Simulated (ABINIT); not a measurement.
# Al (Fm-3m) in ABINIT: notebook

One crystal, Al, is run at these levels: LDA, OLYP, r2SCAN, PBE, SOGGA; tasks: equation of state, band structure.

All numbers are computed with ABINIT 10.8.3 (patched build); they aren't measurements. Logs are shortened: lines on timing, memory, paths and dates and some standing lists are left out, and cuts for length are marked. The log counts tension as positive stress, the text compression.

**Experimental background.**

“The interpretation of polycrystalline coherent inelastic neutron scattering from aluminium”, 2013, pmc:3831299 quotes, for a bulk crystal of Al: bulk modulus 76.9 GPa.

The results are compared with them further down.

### Step 1. The structure

Symmetry: Fm-3m, No. 225, cubic system. The conventional cell has a = 4.050 Å, b = 4.050 Å, c = 4.050 Å, α = 90.00°, β = 90.00°, γ = 90.00°. Al (site symmetry m-3m) has 12 Al at 2.86 Å as nearest neighbours.

### Step 2. Equation of state, LDA

Input file run.abi:

```
ndtset 7
getwfk -1
scalecart1 3*0.9795861087
scalecart2 3*0.9864848297
scalecart3 3*0.9932883884
scalecart4 3*1.0000000000
scalecart5 3*1.0066227096
scalecart6 3*1.0131594038
scalecart7 3*1.0196128224

pp_dirpath "./"
pseudos "Al.upf"

acell 3*1.0
rprim
     0.0000000000     3.8263269058     3.8263269058
     3.8263269058     0.0000000000     3.8263269058
     3.8263269058     3.8263269058     0.0000000000
ntypat 1
znucl 13
natom 1
typat 1
xred
     0.0000000000     0.0000000000     0.0000000000

ecut 22.0

kptopt 1
ngkpt 11 11 11
nshiftk 1
shiftk 0.0 0.0 0.0

ixc 7

nband 6
occopt 3
tsmear 0.05 eV

nstep 100
tolvrs 1.0e-10

iomode 3
prtwf 1
prtden 0
prteig 0
prtebands 0
enunit 2
```

Potentials or basis: PseudoDojo NC SR LDA v0.4 stringent.

Started as:

```sh
abinit run.abi > log 2>&1
```

run.abo:

```text
.Version 10.8.3 of ABINIT
 DATASET    1 : space group Fm -3 m (#225); Bravais cF (face-center cubic)
================================================================================
 Values of the parameters that define the memory need for DATASET  1.
     intxc =       0    ionmov =       0      iscf =       7    lmnmax =       6
     lnmax =       6     mgfft =      24  mpssoang =       3    mqgrid =    3001
     natom =       1  nloc_mem =       1    nspden =       1   nspinor =       1
    nsppol =       1      nsym =      48    n1xccc =    2501    ntypat =       1
    occopt =       3   xclevel =       1
       mpw =         534          nfft =       13824          nkpt =          56
================================================================================
================================================================================
[... 61 lines left out ...]
 DATASET    7 : space group Fm -3 m (#225); Bravais cF (face-center cubic)
================================================================================
 Values of the parameters that define the memory need for DATASET  7.
     intxc =       0    ionmov =       0      iscf =       7    lmnmax =       6
     lnmax =       6     mgfft =      24  mpssoang =       3    mqgrid =    3001
     natom =       1  nloc_mem =       1    nspden =       1   nspinor =       1
    nsppol =       1      nsym =      48    n1xccc =    2501    ntypat =       1
    occopt =       3   xclevel =       1
       mpw =         596          nfft =       13824          nkpt =          56
================================================================================
================================================================================

--------------------------------------------------------------------------------
------------- Echo of variables that govern the present computation ------------
--------------------------------------------------------------------------------
 -outvars: echo values of preprocessed input variables --------
            acell      1.0000000000E+00  1.0000000000E+00  1.0000000000E+00 Bohr
              amu      2.69815390E+01
             ecut      2.20000000E+01 Hartree
           enunit           2
           getwfk          -1
                       outvar_i_n : Printing only first  50 k-points.
              ixc           7
           jdtset        1    2    3    4    5    6    7
                       outvar_i_n : Printing only first  50 k-points.
         kptrlatt       11    0    0      0   11    0      0    0   11
          kptrlen1     5.83085676E+01
          kptrlen2     5.87192048E+01
          kptrlen3     5.91241776E+01
          kptrlen4     5.95236774E+01
          kptrlen5     5.99178855E+01
          kptrlen6     6.03069736E+01
          kptrlen7     6.06911048E+01
            natom           1
            nband           6
           ndtset           7
            ngfft          24      24      24
             nkpt          56
            nstep         100
             nsym          48
           ntypat           1
                       prtocc : prtvol=0, do not print more k-points.
           occopt           3
           prtden           0
        prtebands           0
           prteig           0
            rprim1     0.0000000000E+00  3.7482166843E+00  3.7482166843E+00
                       3.7482166843E+00  0.0000000000E+00  3.7482166843E+00
                       3.7482166843E+00  3.7482166843E+00  0.0000000000E+00
            rprim2     0.0000000000E+00  3.7746134460E+00  3.7746134460E+00
                       3.7746134460E+00  0.0000000000E+00  3.7746134460E+00
                       3.7746134460E+00  3.7746134460E+00  0.0000000000E+00
            rprim3     0.0000000000E+00  3.8006460858E+00  3.8006460858E+00
                       3.8006460858E+00  0.0000000000E+00  3.8006460858E+00
                       3.8006460858E+00  3.8006460858E+00  0.0000000000E+00
            rprim4     0.0000000000E+00  3.8263269058E+00  3.8263269058E+00
                       3.8263269058E+00  0.0000000000E+00  3.8263269058E+00
                       3.8263269058E+00  3.8263269058E+00  0.0000000000E+00
            rprim5     0.0000000000E+00  3.8516675577E+00  3.8516675577E+00
                       3.8516675577E+00  0.0000000000E+00  3.8516675577E+00
                       3.8516675577E+00  3.8516675577E+00  0.0000000000E+00
            rprim6     0.0000000000E+00  3.8766790866E+00  3.8766790866E+00
                       3.8766790866E+00  0.0000000000E+00  3.8766790866E+00
                       3.8766790866E+00  3.8766790866E+00  0.0000000000E+00
            rprim7     0.0000000000E+00  3.9013719758E+00  3.9013719758E+00
                       3.9013719758E+00  0.0000000000E+00  3.9013719758E+00
                       3.9013719758E+00  3.9013719758E+00  0.0000000000E+00
          spgroup         225
           tolvrs      1.00000000E-10
           tsmear      1.83746611E-03 Hartree
            typat      1
                       outvars : Printing only first  50 k-points.
            znucl       13.00000

================================================================================

 chkinp: Checking input parameters for consistency, jdtset=   1.

 chkinp: Checking input parameters for consistency, jdtset=   2.

 chkinp: Checking input parameters for consistency, jdtset=   3.

 chkinp: Checking input parameters for consistency, jdtset=   4.
[... 22 lines left out ...]
 Real(R)+Recip(G) space primitive vectors, cartesian coordinates (Bohr,Bohr^-1):
 R(1)=  0.0000000  3.7482167  3.7482167  G(1)= -0.1333968  0.1333968  0.1333968
 R(2)=  3.7482167  0.0000000  3.7482167  G(2)=  0.1333968 -0.1333968  0.1333968
 R(3)=  3.7482167  3.7482167  0.0000000  G(3)=  0.1333968  0.1333968 -0.1333968
 Unit cell volume ucvol=  1.0531835E+02 bohr^3
 Angles (23,13,12)=  6.00000000E+01  6.00000000E+01  6.00000000E+01 degrees

 getcut: wavevector=  0.0000  0.0000  0.0000  ngfft=  24  24  24
         ecut(hartree)=     22.000   => boxcut(ratio)=   2.14435

--- Pseudopotential description ------------------------------------------------
- pspini: atom type   1  psp file is ./Al.upf
12 -1012 2 -1 1854                            pspcod,pspxc,lmax,lloc,mmax
     nproj     2     2     2

   1.72317429E+00                                ecore*ucvol(ha*bohr**3)
--------------------------------------------------------------------------------

================================================================================

--- !BeginCycle
iteration_state: {dtset: 1, }
solver: {iscf: 7, nstep: 100, nline: 4, wfoptalg: 0, }
tolerances: {tolvrs: 1.00E-10, }
...

     iter   Etot(hartree)      deltaE(h)  residm     vres2
 ETOT  1  -2.3618778586688    -2.362E+00 6.222E-02 9.622E-01
 ETOT  2  -2.3634938998201    -1.616E-03 2.948E-03 3.974E-02
 ETOT  3  -2.3634982310839    -4.331E-06 1.164E-03 1.227E-04
 ETOT  4  -2.3634982503509    -1.927E-08 1.311E-03 3.066E-07
 ETOT  5  -2.3634982503935    -4.264E-11 7.739E-04 3.509E-09
 ETOT  6  -2.3634982503940    -5.138E-13 9.127E-04 9.938E-12
[... 961 lines left out ...]
 Cartesian components of stress tensor (hartree/bohr^3)
  sigma(1 1)=  2.46547635E-04  sigma(3 2)=  0.00000000E+00
  sigma(2 2)=  2.46547635E-04  sigma(3 1)=  0.00000000E+00
  sigma(3 3)=  2.46547635E-04  sigma(2 1)=  0.00000000E+00

-Cartesian components of stress tensor (GPa)         [Pressure= -7.2537E+00 GPa]
- sigma(1 1)=  7.25368185E+00  sigma(3 2)=  0.00000000E+00
- sigma(2 2)=  7.25368185E+00  sigma(3 1)=  0.00000000E+00
- sigma(3 3)=  7.25368185E+00  sigma(2 1)=  0.00000000E+00

== END DATASET(S) ==============================================================
================================================================================

 -outvars: echo values of variables after computation  --------
            acell      1.0000000000E+00  1.0000000000E+00  1.0000000000E+00 Bohr
           etotal1    -2.3634982504E+00
           etotal2    -2.3634992540E+00
           etotal3    -2.3633717048E+00
           etotal4    -2.3631294333E+00
           etotal5    -2.3627849965E+00
           etotal6    -2.3623500385E+00
           etotal7    -2.3618348878E+00
            fcart1    -0.0000000000E+00 -0.0000000000E+00 -0.0000000000E+00
            fcart2    -0.0000000000E+00 -0.0000000000E+00 -0.0000000000E+00
            fcart3    -0.0000000000E+00 -0.0000000000E+00 -0.0000000000E+00
            fcart4    -0.0000000000E+00 -0.0000000000E+00 -0.0000000000E+00
            fcart5    -0.0000000000E+00 -0.0000000000E+00 -0.0000000000E+00
            fcart6    -0.0000000000E+00 -0.0000000000E+00 -0.0000000000E+00
            fcart7    -0.0000000000E+00 -0.0000000000E+00 -0.0000000000E+00
            rprim1     0.0000000000E+00  3.7482166843E+00  3.7482166843E+00
                       3.7482166843E+00  0.0000000000E+00  3.7482166843E+00
                       3.7482166843E+00  3.7482166843E+00  0.0000000000E+00
            rprim2     0.0000000000E+00  3.7746134460E+00  3.7746134460E+00
                       3.7746134460E+00  0.0000000000E+00  3.7746134460E+00
                       3.7746134460E+00  3.7746134460E+00  0.0000000000E+00
            rprim3     0.0000000000E+00  3.8006460858E+00  3.8006460858E+00
                       3.8006460858E+00  0.0000000000E+00  3.8006460858E+00
[... 9 lines left out ...]
                       3.8766790866E+00  3.8766790866E+00  0.0000000000E+00
            rprim7     0.0000000000E+00  3.9013719758E+00  3.9013719758E+00
                       3.9013719758E+00  0.0000000000E+00  3.9013719758E+00
                       3.9013719758E+00  3.9013719758E+00  0.0000000000E+00
           strten1    -3.1078843623E-05 -3.1078843623E-05 -3.1078843623E-05
                       0.0000000000E+00  0.0000000000E+00  0.0000000000E+00
           strten2     2.9635146049E-05  2.9635146049E-05  2.9635146049E-05
                       0.0000000000E+00  0.0000000000E+00  0.0000000000E+00
           strten3     8.3848917604E-05  8.3848917604E-05  8.3848917604E-05
                       0.0000000000E+00  0.0000000000E+00  0.0000000000E+00
           strten4     1.3214251216E-04  1.3214251216E-04  1.3214251216E-04
                       0.0000000000E+00  0.0000000000E+00  0.0000000000E+00
           strten5     1.7505093732E-04  1.7505093732E-04  1.7505093732E-04
                       0.0000000000E+00  0.0000000000E+00  0.0000000000E+00
           strten6     2.1305209141E-04  2.1305209141E-04  2.1305209141E-04
                       0.0000000000E+00  0.0000000000E+00  0.0000000000E+00
           strten7     2.4654763475E-04  2.4654763475E-04  2.4654763475E-04
                       0.0000000000E+00  0.0000000000E+00  0.0000000000E+00
 Calculation completed.
```

Wall time 21 s (1 thread of Arm Neoverse V1, shared host); peak memory 0.11 GiB.

Results:

* Equilibrium volume: 15.77 Å³/atom
* Bulk modulus: 85 GPa
* Pressure derivative of the bulk modulus: 4.6

Energy against volume, from the lowest point:
```
volume (Å³/atom)  energy (meV/atom)
          15.607               0.03
          15.939               0.00
          16.271               3.47
          16.603              10.06
          16.935              19.44
          17.267              31.27
          17.599              45.29
```

Caveat: pressures at fixed basis lie under the slope of the energies.

### Step 3. Band structure, OLYP

Input file run.abi:

```
ndtset 2

pp_dirpath "./"
pseudos "Al.GGA_PBE-JTH.xml"

acell 5.4112434042 5.4112434042 5.4112434042
rprim
     0.0000000000     0.7071067812     0.7071067812
     0.7071067812     0.0000000000     0.7071067812
     0.7071067812     0.7071067812     0.0000000000
ntypat 1
znucl 13
natom 1
typat 1
xred
     0.0000000000     0.0000000000     0.0000000000

ecut 20.0
pawecutdg 40.0

ixc -110131

occopt 3
tsmear 0.05 eV

nstep 100

iomode 3
prtwf 0
prteig 0
prtebands 0
enunit 2
prtden1 1
prtvha1 1
prtvclmb1 1
prtpot1 1

kptopt1 1
ngkpt1 11 11 11
nshiftk1 1
shiftk1 0.0 0.0 0.0
nband1 6
tolvrs1 1.0e-9

iscf2 -2
getden2 1
nband2 10
nbdbuf2 2
tolwfr2 1.0e-12
kptopt2 -9
ndivsm2 8
prteig2 1
prtvol2 -3
kptbounds2
     0.0000000000     0.0000000000     0.0000000000
     0.5000000000     0.0000000000     0.5000000000
     0.5000000000     0.2500000000     0.7500000000
     0.3750000000     0.3750000000     0.7500000000
     0.0000000000     0.0000000000     0.0000000000
     0.5000000000     0.5000000000     0.5000000000
     0.6250000000     0.2500000000     0.6250000000
     0.5000000000     0.2500000000     0.7500000000
     0.5000000000     0.5000000000     0.5000000000
     0.3750000000     0.3750000000     0.7500000000
```

Potentials or basis: JTH PAW PBE v2.0.

Started as:

```sh
abinit run.abi > log 2>&1
```

Run time: 12 s. Hardware: 1 thread of Arm Neoverse V1, shared host; peak memory 0.11 GiB.

Results (log left out):

```yaml
Free_energy: -56.5503 eV
Pressure: -2.3 GPa
Band_gap_on_the_k_mesh: none (metal or under the smearing width)
Valence_electrons_inside_the_program's_atomic_spheres: Al 0.72 (radii [1.0074] Å)
```

Levels at the corners of the path, in eV from the Fermi level:
```
point  band 1  band 2  band 3  band 4  band 5  band 6  band 7
    Γ  -11.08   12.46   12.46   12.46   14.15   14.15   14.15
    X   -2.93   -1.58    5.14    5.60    5.60    9.09   25.12
    W   -0.86   -0.86    0.11    1.21   15.69   15.69   16.35
    K   -1.90   -1.38   -0.35    6.56    8.15   15.61   21.64
    Γ  -11.08   12.46   12.46   12.46   14.15   14.15   14.15
    L   -4.60   -4.33   11.31   11.31   11.45   11.45   14.97
    U   -1.90   -1.38   -0.35    6.56    8.15   15.61   21.64
    W   -0.86   -0.86    0.11    1.21   15.69   15.69   16.35
    L   -4.60   -4.33   11.31   11.31   11.45   11.45   14.97
    K   -1.90   -1.38   -0.35    6.56    8.15   15.61   21.64
```

Caveat: the PAW data sets were made with another functional, which shifts forces and pressure a little.

### Step 4. Band structure, r2SCAN

run.abi: that of step 3 with these lines changed.

```diff
@@ -5,7 +5,7 @@
 
-acell 5.4112434042 5.4112434042 5.4112434042
+acell 3*1.0 Angstrom
 rprim
-     0.0000000000     0.7071067812     0.7071067812
-     0.7071067812     0.0000000000     0.7071067812
-     0.7071067812     0.7071067812     0.0000000000
+     0.0000000000     2.0248050000     2.0248050000
+     2.0248050000     0.0000000000     2.0248050000
+     2.0248050000     2.0248050000     0.0000000000
 ntypat 1
@@ -17,9 +17,11 @@
 
-ecut 20.0
-pawecutdg 40.0
+ecut 24.0
+pawecutdg 46.0
 
-ixc -110131
+ixc -497498
+usekden 1
+pawxcdev 0
 
 occopt 3
-tsmear 0.05 eV
+tsmear 0.00183747
 
@@ -31,7 +33,5 @@
 prtebands 0
-enunit 2
+enunit 1
 prtden1 1
-prtvha1 1
-prtvclmb1 1
-prtpot1 1
+prtkden1 1
 
@@ -42,3 +42,3 @@
 nband1 6
-tolvrs1 1.0e-9
+tolvrs1 1.0e-7
 
@@ -46,2 +46,3 @@
 getden2 1
+getkden2 1
 nband2 10
```

Started as:

```sh
abinit run.abi > log 2>&1
```

Run time: 51 s. Hardware: 1 thread of Arm Neoverse V1, shared host; peak memory 0.11 GiB.

The run converged. Its results:

```
Free energy                                           : -11.8112 eV
Pressure                                              : -2.9 GPa
Band gap on the k mesh                                : none (metal or under the smearing width)
Valence electrons inside the program's atomic spheres : Al 0.71 (radii [1.0074] Å)
```

Levels at the corners of the path, in eV from the Fermi level:
```tsv
point	band 1	band 2	band 3	band 4	band 5	band 6
Γ	-11.83	13.49	13.49	13.49	15.07	15.07
X	-3.18	-1.64	5.58	5.94	5.94	9.85
W	-0.95	-0.95	0.06	1.44	16.86	16.86
K	-2.07	-1.52	-0.29	6.98	8.82	16.76
Γ	-11.83	13.49	13.49	13.49	15.07	15.07
L	-5.01	-4.54	12.20	12.20	12.22	12.22
U	-2.07	-1.52	-0.29	6.98	8.82	16.76
W	-0.95	-0.95	0.06	1.44	16.86	16.86
L	-5.01	-4.54	12.20	12.20	12.22	12.22
K	-2.07	-1.52	-0.29	6.98	8.82	16.76
```

Caveat: totals of a meta-GGA on PAW files have another zero than those of a GGA; the PAW data sets were made with another functional, which shifts forces and pressure a little.

(Part 1 of 2 ends here.)
